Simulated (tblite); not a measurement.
**GFN2-xTB (tblite) on KI: a test of settings**

Aim: start from a run with usual settings and see what each changed setting does to the results.

Computed with tblite 0.8.0 (GFN2-xTB (tblite), atoms fixed, no spin polarisation, unless a step's input says otherwise).

## 1. Starting point

It takes space group Fm-3m (No. 225, cubic). The conventional cell has a = 7.089 Å, b = 7.089 Å, c = 7.089 Å, α = 90.00°, β = 90.00°, γ = 90.00°. K (site symmetry m-3m) has 6 I at 3.54 Å as nearest neighbours. I (site symmetry m-3m) is surrounded by 6 K at 3.54 Å.

Coordinates:

```cif
data_structure
_symmetry_space_group_name_H-M 'P 1'
_symmetry_Int_Tables_number 1
_cell_length_a 5.0128
_cell_length_b 5.0128
_cell_length_c 5.0128
_cell_angle_alpha 60.000
_cell_angle_beta 60.000
_cell_angle_gamma 60.000
_cell_volume 89.07
loop_
_atom_site_label
_atom_site_type_symbol
_atom_site_fract_x
_atom_site_fract_y
_atom_site_fract_z
_atom_site_occupancy
K1 K 0.00000 0.00000 0.00000 1
I1 I 0.50000 0.50000 0.50000 1
```

## 2. The reference run

Contents of run.py:

```python
import json
from ase import Atoms
from ase.build import make_supercell
from ase.units import Bohr, GPa, Hartree
from tblite.interface import Calculator

atoms = Atoms(['K', 'I'],
              cell=[[0.0, 3.544566, 3.544566], [3.544566, 0.0, 3.544566], [3.544566, 3.544566, -0.0]],
              scaled_positions=[[-0.0, 0.0, -0.0], [0.5, 0.5, 0.5]],
              pbc=True)
cluster = make_supercell(atoms, [[-2, 2, 2], [2, -2, 2], [2, 2, -2]])
calc = Calculator('GFN2-xTB', cluster.numbers, cluster.positions / Bohr, lattice=cluster.cell[:] / Bohr, periodic=cluster.pbc)
calc.set('temperature', 0.02 / Hartree)
calc.set('max-iter', 150)
res = calc.singlepoint()
levels = res.get('orbital-energies') * Hartree
nv = round(res.get('orbital-occupations').sum() / 2)
cells = len(cluster) // len(atoms)
out = {'energy_per_cell': res.get('energy') * Hartree / cells, 'homo': levels[nv - 1], 'lumo': levels[nv],
       'stress': (-res.get('virial') * Hartree / cluster.get_volume() / GPa).tolist(), 'charges': res.get('charges')[:len(atoms)].tolist(), 'electrons': 2 * nv / cells}
json.dump(out, open('results.json', 'w'))
for key, value in out.items():
    print(key, value)
```

The run is started by

```console
$ python run.py
```

The log of the run:

```text
------------------------------------------------------------
  cycle        total energy    energy error   density error
------------------------------------------------------------
      1     -128.5468612952  -1.2867560E+02   3.3432154E-01
      2     -131.6773972645  -3.1305360E+00   1.4264966E-01
      3     -131.6306433843   4.6753880E-02   1.1724252E-01
      4     -132.6233033433  -9.9265996E-01   4.8777638E-02
      5     -132.7595047514  -1.3620141E-01   6.2078656E-03
      6     -132.7600721120  -5.6736055E-04   5.7562863E-03
      7     -132.7617413141  -1.6692022E-03   3.1194675E-03
      8     -132.7624127059  -6.7139170E-04   5.2088102E-04
      9     -132.7624316580  -1.8952172E-05   4.6555972E-05
     10     -132.7624317829  -1.2487487E-07   1.9740808E-05
------------------------------------------------------------

 total:                                   3.050 sec
energy_per_cell -112.89530564931734
homo -11.602669437766739
lumo -5.488242404919287
stress [[1.5773478300489026, -1.4236038327031785e-10, -2.995267848764344e-10], [-1.4236036792232802e-10, 1.5773478300119137, -4.464158013059369e-11], [-2.9952677469777313e-10, -4.464159123319469e-11, 1.5773478299722807]]
charges [0.5435439304241553, -0.5435420654781822]
electrons 8.0
```

It took 3.8 s on 1 thread of Arm Neoverse V1, shared host; peak memory 0.11 GiB.

Gap 6.11 eV; pressure 1.6 GPa. The 64 atoms of the cluster fold only a few k-points onto the zone centre, so gap and energy may not be converged in the cluster's size.

## 3. Change: mixer-damping = 0.7

run.py, as its differences from that of step 2:

```diff
@@ -14,2 +14,3 @@
 calc.set('max-iter', 150)
+calc.set('mixer-damping', 0.7)
 res = calc.singlepoint()
```

The run is started by

```console
$ python run.py
```

The log of the run:

```text
------------------------------------------------------------
  cycle        total energy    energy error   density error
------------------------------------------------------------
      1     -128.5468612952  -1.2867560E+02   3.3432154E-01
      2     -130.9298482998  -2.3829870E+00   1.4572931E-01
      3     -132.2784806543  -1.3486324E+00   8.8378616E-02
      4     -132.7213987691  -4.4291811E-01   2.5150935E-02
      5     -132.7580285268  -3.6629758E-02   7.8363894E-03
      6     -132.7613733752  -3.3448485E-03   3.8941024E-03
      7     -132.7622141968  -8.4082158E-04   1.7537447E-03
      8     -132.7624315883  -2.1739151E-04   5.6837052E-05
      9     -132.7624318054  -2.1704074E-07   1.6211550E-05
------------------------------------------------------------

 total:                                   3.017 sec
energy_per_cell -112.89530566842271
homo -11.602665808268146
lumo -5.4880156194673475
stress [[1.5772225952769234, 9.85807417207717e-10, 7.0754762712055e-10], [9.858074295711456e-10, 1.5772225954455563, 4.2486110322856235e-10], [7.075476326140734e-10, 4.2486110937391666e-10, 1.5772225956203247]]
charges [0.5435685855098785, -0.5435629506782764]
electrons 8.0
```

Wall time 3.7 s (1 thread of Arm Neoverse V1, shared host); peak memory 0.11 GiB.

Against the reference run the gap moves by 0.00 eV and the energy by 0.0 meV/atom.

## 4. Change: accuracy = 10.0

run.py, as its differences from that of step 3:

```diff
@@ -14,3 +14,3 @@
 calc.set('max-iter', 150)
-calc.set('mixer-damping', 0.7)
+calc.set('accuracy', 10.0)
 res = calc.singlepoint()
```

The run is started by

```console
$ python run.py
```

The log of the run:

```text
------------------------------------------------------------
  cycle        total energy    energy error   density error
------------------------------------------------------------
      1     -128.5468612952  -1.2867560E+02   3.3432154E-01
      2     -131.6773972645  -3.1305360E+00   1.4264966E-01
      3     -131.6306433843   4.6753880E-02   1.1724252E-01
      4     -132.6233033433  -9.9265996E-01   4.8777638E-02
      5     -132.7595047514  -1.3620141E-01   6.2078656E-03
      6     -132.7600721120  -5.6736055E-04   5.7562863E-03
      7     -132.7617413141  -1.6692022E-03   3.1194675E-03
      8     -132.7624127059  -6.7139170E-04   5.2088102E-04
      9     -132.7624316580  -1.8952172E-05   4.6555972E-05
     10     -132.7624317829  -1.2487487E-07   1.9740808E-05
------------------------------------------------------------

 total:                                   3.080 sec
energy_per_cell -112.89530564931734
homo -11.602669437766739
lumo -5.488242404919287
stress [[1.5773478300489026, -1.4236038327031785e-10, -2.995267848764344e-10], [-1.4236036792232802e-10, 1.5773478300119137, -4.464158013059369e-11], [-2.9952677469777313e-10, -4.464159123319469e-11, 1.5773478299722807]]
charges [0.5435439304241553, -0.5435420654781822]
electrons 8.0
```

Wall time 3.8 s (1 thread of Arm Neoverse V1, shared host); peak memory 0.11 GiB.

Against the reference run the gap moves by 0.00 eV and the energy by 0.0 meV/atom.

## 5. Change: accuracy = 0.01

run.py, as its differences from that of step 4:

```diff
@@ -14,3 +14,3 @@
 calc.set('max-iter', 150)
-calc.set('accuracy', 10.0)
+calc.set('accuracy', 0.01)
 res = calc.singlepoint()
```

The run is started by

```console
$ python run.py
```

The log of the run:

```text
------------------------------------------------------------
  cycle        total energy    energy error   density error
------------------------------------------------------------
      1     -128.5468612952  -1.2867560E+02   3.3432154E-01
      2     -131.6773972645  -3.1305360E+00   1.4264966E-01
      3     -131.6306433843   4.6753880E-02   1.1724252E-01
      4     -132.6233033433  -9.9265996E-01   4.8777638E-02
      5     -132.7595047514  -1.3620141E-01   6.2078656E-03
      6     -132.7600721120  -5.6736055E-04   5.7562863E-03
      7     -132.7617413141  -1.6692022E-03   3.1194675E-03
      8     -132.7624127059  -6.7139170E-04   5.2088102E-04
      9     -132.7624316580  -1.8952172E-05   4.6555972E-05
     10     -132.7624317829  -1.2487487E-07   1.9740808E-05
     11     -132.7624318079  -2.5010849E-08   5.0856589E-06
     12     -132.7624318097  -1.7608954E-09   8.9608375E-08
------------------------------------------------------------

 total:                                   3.160 sec
energy_per_cell -112.89530567208287
homo -11.6026661132134
lumo -5.487870011444262
stress [[1.5771401945360526, -5.507675870041146e-10, -1.162190681704175e-09], [-5.507675805699661e-10, 1.57714019439039, -1.7502314242326276e-10], [-1.1621906971900463e-09, -1.750231458969141e-10, 1.577140194268208]]
charges [0.5435794109310119, -0.5435775684892997]
electrons 8.0
```

Run time: 4 s. Hardware: 1 thread of Arm Neoverse V1, shared host; peak memory 0.11 GiB.

Against the reference run the gap moves by 0.00 eV and the energy by 0.0 meV/atom.

## 6. Change: max-iter = 5

run.py, as its differences from that of step 5:

```diff
@@ -13,4 +13,3 @@
 calc.set('temperature', 0.02 / Hartree)
-calc.set('max-iter', 150)
-calc.set('accuracy', 0.01)
+calc.set('max-iter', 5)
 res = calc.singlepoint()
```

The run is started by

```console
$ python run.py
```

The log of the run:

```text
[... start of the log left out ...]
------------------------------------------------------------
  cycle        total energy    energy error   density error
------------------------------------------------------------
      1     -128.5468612952  -1.2867560E+02   3.3432154E-01
      2     -131.6773972645  -3.1305360E+00   1.4264966E-01
      3     -131.6306433843   4.6753880E-02   1.1724252E-01
      4     -132.6233033433  -9.9265996E-01   4.8777638E-02
      5     -132.7595047514  -1.3620141E-01   6.2078656E-03
------------------------------------------------------------

 total:                                   2.888 sec
tblite.exceptions.TBLiteRuntimeError: SCF not converged in 5 cycles
```

Wall time 3.7 s (1 thread of Arm Neoverse V1, shared host); peak memory 0.11 GiB.

The run did not converge.

## 7. Change: cluster = 1x1x1

run.py, as its differences from that of step 6:

```diff
@@ -10,6 +10,6 @@
               pbc=True)
-cluster = make_supercell(atoms, [[-2, 2, 2], [2, -2, 2], [2, 2, -2]])
+cluster = make_supercell(atoms, [[-1, 1, 1], [1, -1, 1], [1, 1, -1]])
 calc = Calculator('GFN2-xTB', cluster.numbers, cluster.positions / Bohr, lattice=cluster.cell[:] / Bohr, periodic=cluster.pbc)
 calc.set('temperature', 0.02 / Hartree)
-calc.set('max-iter', 5)
+calc.set('max-iter', 150)
 res = calc.singlepoint()
```

The run is started by

```console
$ python run.py
```

The log of the run:

```text
------------------------------------------------------------
  cycle        total energy    energy error   density error
------------------------------------------------------------
      1     -16.08060397320  -1.6096697E+01   3.1912448E-01
      2     -16.31745568525  -2.3685171E-01   1.6540992E-01
      3     -16.41197113433  -9.4515449E-02   7.1201503E-02
      4     -16.44404033734  -3.2069203E-02   3.0636610E-02
      5     -16.44116969552   2.8706418E-03   1.9808110E-02
      6     -16.44323783769  -2.0681422E-03   1.2563679E-02
      7     -16.44454908845  -1.3112508E-03   2.3295265E-03
      8     -16.44459415200  -4.5063549E-05   2.9619166E-04
      9     -16.44459488312  -7.3112264E-07   2.3840288E-05
     10     -16.44459488764  -4.5169415E-09   3.0699936E-06
------------------------------------------------------------

 total:                                   0.377 sec
energy_per_cell -111.87005487544596
homo -11.772466115076552
lumo -8.076879527117885
stress [[1.1436315905632697, -6.377572471020335e-13, -4.802704702767962e-13], [-6.377737027709706e-13, 1.1436315905606473, 1.7963241195225776e-14], [-4.802850029932392e-13, 1.7947952867400952e-14, 1.1436315905646672]]
charges [0.6377275565755882, -0.637727556577375]
electrons 8.0
```

Run time: 1.1 s. Hardware: 1 thread of Arm Neoverse V1, shared host; peak memory 0.09 GiB.

Against the reference run the gap moves by -2.42 eV and the energy by +512.6 meV/atom. One cell at the zone centre alone can't describe the crystal.

## 8. What moved

| change | ends | gap (eV) | energy (meV/atom) | pressure (GPa) | time |
| --- | --- | --- | --- | --- | --- |
| none | converged | 6.11 | 0 | 1.6 | 3.8 s |
| mixer-damping = 0.7 | converged | 0.00 | 0.0 | 0.0 | 3.7 s |
| accuracy = 10.0 | converged | 0.00 | 0.0 | 0.0 | 3.8 s |
| accuracy = 0.01 | converged | 0.00 | 0.0 | 0.0 | 4 s |
| max-iter = 5 | not converged | – | – | – | 3.7 s |
| cluster = 1x1x1 | converged | -2.42 | +512.6 | -0.4 | 1.1 s |

The first row holds values, the others changes from it. Keys are the program's: temperature in eV (tblite) or K (CP2K), cutoffs in Ry, CUTOFP in Å. Among the numerical settings, cluster = 1x1x1 moves the energy most (+512.6 meV/atom). 1 of the 5 changes gave no result. The changed runs test settings; they are no properties of the crystal.
